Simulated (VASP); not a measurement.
# HfS2 (P-3m1) in VASP: notebook

One crystal, HfS2, is run at these levels: PBE+D3(BJ); tasks: relaxation of cell and atoms.

Everything below comes from runs of VASP 6.6.1. Logs are shortened: lines on timing, memory, paths and dates and some standing lists are left out, and cuts for length are marked.

## Step 1: The crystal as given

The structure is trigonal, space group P-3m1 (No. 164). Conventional cell: a = 3.640 Å, b = 3.640 Å, c = 6.056 Å, α = 90.00°, β = 90.00°, γ = 120.00°. Around Hf (site symmetry -3m) lie 6 S at 2.54 Å. S (site symmetry 3m) has 3 Hf at 2.54 Å as nearest neighbours.

The cell is a database's computed one.

## Step 2: Relaxation of cell and atoms, PBE+D3(BJ)

Input file INCAR:

```
SYSTEM = HfS2
ALGO = Normal
EDIFF = 1E-7
EDIFFG = -0.002
ENCUT = 520
GGA = PE
IBRION = 2
ISIF = 3
ISMEAR = 0
IVDW = 12
LASPH = .True.
LCHARG = .False.
LREAL = .False.
LWAVE = .False.
NELM = 60
NSW = 80
PREC = Accurate
SIGMA = 0.02
```

Input file KPOINTS:

```
k-points
0
Gamma
  3 3 2
  0 0 0
```

Input file POSCAR:

```
HfS2
1.0
    3.6396641800      0.0000000000      0.0000000000
   -1.8198320900      3.1520416400      0.0000000000
    0.0000000000      0.0000000000      6.0555624700
Hf S
1 2
Direct
    0.0000000000      0.0000000000      0.0000000000
    0.6666666700      0.3333333300      0.7639520500
    0.3333333300      0.6666666700      0.2360479500
```

Potentials or basis: VASP PAW PBE potentials, release 64 (Hf_pv, S).

Command:

```sh
$ cat potpaw_PBE.64/Hf_pv/POTCAR potpaw_PBE.64/S/POTCAR > POTCAR
$ mpirun -np 1 vasp_std > vasp.out
```

OUTCAR:

```text
SYSTEM = HfS2
   EDIFF = 1E-7
   EDIFFG = -0.002
   ENCUT = 520
   GGA = PE
   IBRION = 2
   ISIF = 3
   ISMEAR = 0
   IVDW = 12
   LASPH = .True.
   LREAL = .False.
   NELM = 60
   NSW = 80
   PREC = Accurate
 IVDW          = 12

 ion  position               nearest neighbor table
   1  0.000  0.000  0.000-   2 2.54   3 2.54   3 2.54   2 2.54   2 2.54   3 2.54
   2  0.667  0.333  0.764-   1 2.54   1 2.54   1 2.54
   3  0.333  0.667  0.236-   1 2.54   1 2.54   1 2.54

  LATTYP: Found a hexagonal cell.
 ALAT       =     3.6396641800
 C/A-ratio  =     1.6637695596

  Lattice vectors:

 A1 = (   3.6396641800,   0.0000000000,   0.0000000000)
 A2 = (  -1.8198320900,   3.1520416400,   0.0000000000)
 A3 = (   0.0000000000,   0.0000000000,   6.0555624700)

Analysis of symmetry for initial positions (statically):
=====================================================================
 Subroutine PRICEL returns:
 Original cell was already a primitive cell.

 Routine SETGRP: Setting up the symmetry group for a
 hexagonal supercell.

 Subroutine GETGRP returns: Found 12 space group operations
 (whereof 12 operations were pure point group operations)
 out of a pool of 24 trial point group operations.

The static configuration has the point symmetry D_3d.

Analysis of symmetry for dynamics (positions and initial velocities):
=====================================================================
 Subroutine PRICEL returns:
 Original cell was already a primitive cell.

 Routine SETGRP: Setting up the symmetry group for a
 hexagonal supercell.

 Subroutine GETGRP returns: Found 12 space group operations
 (whereof 12 operations were pure point group operations)
 out of a pool of 24 trial point group operations.

The dynamic configuration has the point symmetry D_3d.

 Subroutine INISYM returns: Found 12 space group operations
 (whereof 12 operations are pure point group operations),
 and found     1 'primitive' translations

----------------------------------------------------------------------------------------

                                     Primitive cell

  volume of cell :      69.4717

  direct lattice vectors                    reciprocal lattice vectors
     3.639664180  0.000000000  0.000000000     0.274750623  0.158627346  0.000000000
    -1.819832090  3.152041640  0.000000000     0.000000000  0.317254692  0.000000000
     0.000000000  0.000000000  6.055562470     0.000000000  0.000000000  0.165137426

  length of vectors
     3.639664180  3.639664179  6.055562470     0.317254692  0.317254692  0.165137426

  position of ions in fractional coordinates (direct lattice)
     0.000000000  0.000000000  0.000000000
     0.666666670  0.333333330  0.763952050
     0.333333330  0.666666670  0.236047950

  ion indices of the primitive-cell ions
   primitive index   ion index
[... 83 lines left out ...]
   AEXX    =    0.0000 exact exchange contribution
   IVDW    =    12    specifies the selected vdW correction
   LEPSILON=     F    determine dielectric tensor
   LRPA    =     F    only Hartree local field effects (RPA)
 conjugate gradient relaxation of ions
 non-spin polarized calculation
 Gauss-broadening in eV      SIGMA  =   0.02
  energy-cutoff  :      520.00
  volume of cell :       69.47
 maximum number of plane-waves:      1906
 NGX is ok and might be reduce to    28
   NGX = 13   NGY = 13   NGZ = 23

--------------------------------------- Ionic step        1  -------------------------------------------

 number of electron      21.9999999 magnetization

 Free energy of the ion-electron system (eV)
  ---------------------------------------------------
  ext. energy  EPLUGINS =         0.00000000
  ---------------------------------------------------
  free energy    TOTEN  =       -22.71234666 eV

  energy without entropy =      -22.71234666  energy(sigma->0) =      -22.71234666

------------------------ aborting loop because EDIFF is reached ----------------------------------------

 Edisp (eV)   -0.94690

 E8    (eV) :    -0.4072
[... 108 lines left out ...]
  FREE ENERGIE OF THE ION-ELECTRON SYSTEM (eV)
  ---------------------------------------------------
  free  energy   TOTEN  =       -23.6641758374 eV

  energy  without entropy=      -23.6641758374  energy(sigma->0) =      -23.66417584

 E-fermi :   3.2922     XC(G=0):  -9.5240

 val. band max:        3.1906932070   @ k =   0.0000   0.0000   0.0000
 cond. band min:       4.4724737253   @ k =   0.3333   0.0000   0.5000
 fundamental gap:      1.2817805182
 Fermi energy:         3.2922078670

 k-point     1 :       0.0000    0.0000    0.0000
  band No.  band energies     occupation
      1     -27.7649      2.00000
      2     -27.6076      2.00000
      3     -27.6076      2.00000
      4      -9.9137      2.00000
      5      -8.1627      2.00000
      6      -1.4994      2.00000
      7       0.2308      2.00000
      8       0.2308      2.00000
      9       3.0102      2.00000
     10       3.0102      2.00000
     11       3.1907      2.00000
     12       5.0262      0.00000
     13       5.0262      0.00000
     14       5.7868      0.00000
[... 77 lines left out ...]
      2     -27.7283      2.00000
      3     -27.7274      2.00000
      4      -8.3592      2.00000
      5      -8.3592      2.00000
      6      -0.6116      2.00000
      7      -0.5497      2.00000
      8      -0.5497      2.00000
      9       1.0288      2.00000
     10       1.3926      2.00000
     11       1.3926      2.00000
     12       5.7257      0.00000
     13       6.4960      0.00000
     14       6.4960      0.00000
     15       9.2851      0.00000

[... ionic steps 4 to 11 ...]

--------------------------------------- Ionic step       12  -------------------------------------------

 number of electron      22.0000000 magnetization

------------------------ aborting loop because EDIFF is reached ----------------------------------------
[... 77 lines left out ...]
--------------------------------------- Ionic step       14  -------------------------------------------

 number of electron      22.0000000 magnetization

 Free energy of the ion-electron system (eV)
  ---------------------------------------------------
  ext. energy  EPLUGINS =         0.00000000
  ---------------------------------------------------
  free energy    TOTEN  =       -22.67570781 eV

  energy without entropy =      -22.67570781  energy(sigma->0) =      -22.67570781

 E-fermi :   3.6831     XC(G=0):  -9.7113

 val. band max:        3.5959677741   @ k =   0.0000   0.0000   0.0000
 cond. band min:       4.7276396153   @ k =   0.3333   0.0000   0.5000
 fundamental gap:      1.1316718412
 Fermi energy:         3.6831334761

 k-point     1 :       0.0000    0.0000    0.0000
  band No.  band energies     occupation
      1     -27.4443      2.00000
      2     -27.2865      2.00000
      3     -27.2865      2.00000
      4      -9.6829      2.00000
      5      -7.8636      2.00000
      6      -1.3585      2.00000
      7       0.5675      2.00000
      8       0.5675      2.00000
      9       3.3468      2.00000
     10       3.3468      2.00000
     11       3.5960      2.00000
     12       5.3450      0.00000
     13       5.3450      0.00000
     14       6.0401      0.00000
[... 123 lines left out ...]
  FREE ENERGIE OF THE ION-ELECTRON SYSTEM (eV)
  ---------------------------------------------------
  free  energy   TOTEN  =       -23.6769495122 eV

  energy  without entropy=      -23.6769495122  energy(sigma->0) =      -23.67694951

 reached required accuracy - stopping structural energy minimisation
```

It took 53 s on 1 thread of Intel Xeon Platinum 8488C (Sapphire Rapids), shared host; peak memory 0.2 GiB.

Results:

- Free energy: -23.6769 eV
- Relaxed volume: 22.06 Å³/atom
- Relaxed cell: a = 3.645 Å, b = 3.645 Å, c = 5.752 Å, α = 90.00°, β = 90.00°, γ = 120.00°
- Space group after relaxing (to 0.05 Å): P-3m1 (No. 164)
- Energy gained by relaxing: 5.9 meV/atom
- Ionic steps: 14
- Pressure after relaxing: 0.0 GPa
- Band gap on the k mesh: 1.13 eV, indirect (least direct gap 1.75 eV)
- Dispersion energy per atom: -0.334 eV

The path:
| step | energy change (eV) | largest force (eV/Å) | pressure (GPa) | volume (Å³) |
| --- | --- | --- | --- | --- |
| 1 | 0.0000 | 0.0300 | -0.29 | 69.47 |
| 2 | -0.0036 | 0.1264 | 0.07 | 69.05 |
| 3 | -0.0049 | 0.2330 | 0.49 | 68.58 |
| 4 | -0.0068 | 0.2002 | 0.17 | 68.58 |
| 5 | -0.0085 | 0.1261 | -0.54 | 68.60 |
| 6 | -0.0106 | 0.1133 | -0.48 | 68.28 |
| 7 | -0.0153 | 0.0742 | -0.29 | 67.31 |
| 8 | -0.0164 | 0.0115 | 0.23 | 65.39 |
| 9 | -0.0174 | 0.0296 | 0.00 | 66.20 |
| 10 | -0.0174 | 0.0262 | 0.02 | 66.13 |
| 11 | -0.0177 | 0.0014 | -0.07 | 66.21 |
| 12 | -0.0177 | 0.0108 | -0.11 | 66.24 |
| 13 | -0.0177 | 0.0126 | 0.14 | 66.12 |
| 14 | -0.0177 | 0.0001 | 0.01 | 66.18 |

Final structure:
```
Hf S
1.0
     3.64490    0.00000    0.00000
    -1.82245    3.15658    0.00000
     0.00000    0.00000    5.75239
Hf S
1 2
Direct
  0.00000 0.00000 0.00000
  0.66667 0.33333 0.75273
  0.33333 0.66667 0.24727
```

Caveat: the k mesh is coarse (spacing up to 0.66 Å⁻¹), so the values aren't converged; spin-orbit coupling is left out, which moves the levels of the heavy elements; an odd mesh through Γ misses points on the zone boundary, where band edges often lie.

(Continued in part 2 of 2.)
